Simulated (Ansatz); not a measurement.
Equation of state of BN

```
CELL_PARAMETERS angstrom
2.50399 0.00000 0.00000
-1.25200 2.16852 0.00000
0.00000 0.00000 6.66120
ATOMIC_POSITIONS crystal
B 0.33333 0.66667 0.25000
B 0.66667 0.33333 0.75000
N 0.33333 0.66667 0.75000
N 0.66667 0.33333 0.25000
```

The cell is COD entry 9008997, as deposited and not checked against the literature; nothing was relaxed.

Levels of theory: DFT, PBEsol, all-electron LAPW, scalar-relativistic (Ansatz 0.2.0); DFT, PBEsol, PAW with Ansatz's default frozen-core files, scalar-relativistic (Ansatz 0.2.0).

For LAPW: a Γ-centred 11×11×4 k mesh, Fermi–Dirac smearing of 0.02 eV, basis error target 1 meV/atom, no spin polarisation. PAW takes a cutoff of 420 eV at this cell (files made with PBE, cores remade for this functional). The Ansatz runs share mesh, smearing and spin set-up. Plane-wave (PAW) pressures include the program's estimate of the Pulay term.

The cell above is scaled evenly, with fractional coordinates and shape held.

```json
{"V/V(cell)": "0.9400", "V (Å³/atom)": "8.500", "P, LAPW (GPa)": "?", "P, PAW (GPa)": "?", "gap on the k mesh, LAPW (eV)": "?"}
{"V/V(cell)": "0.9800", "V (Å³/atom)": "8.862", "P, LAPW (GPa)": "5.51", "P, PAW (GPa)": "5.53", "gap on the k mesh, LAPW (eV)": "4.26"}
{"V/V(cell)": "1.0000", "V (Å³/atom)": "9.043", "P, LAPW (GPa)": "0.41", "P, PAW (GPa)": "0.43", "gap on the k mesh, LAPW (eV)": "4.24"}
{"V/V(cell)": "1.0100", "V (Å³/atom)": "9.133", "P, LAPW (GPa)": "-1.96", "P, PAW (GPa)": "-1.95", "gap on the k mesh, LAPW (eV)": "4.22"}
{"V/V(cell)": "1.0400", "V (Å³/atom)": "9.404", "P, LAPW (GPa)": "-8.49", "P, PAW (GPa)": "-8.47", "gap on the k mesh, LAPW (eV)": "4.19"}
```

(1) Fill in the row V/V(cell) = 0.9400.

(2) What do Birch–Murnaghan fits to the pressures give?

Answers

(1) P, LAPW (GPa) = 17.22, P, PAW (GPa) = 17.24, gap on the k mesh, LAPW (eV) = 4.31.

(2) LAPW: V0 = 9.06 Å³/atom, B0 = 242 GPa, B0′ = 3.6; PAW: V0 = 9.06 Å³/atom, B0 = 242 GPa, B0′ = 3.6.
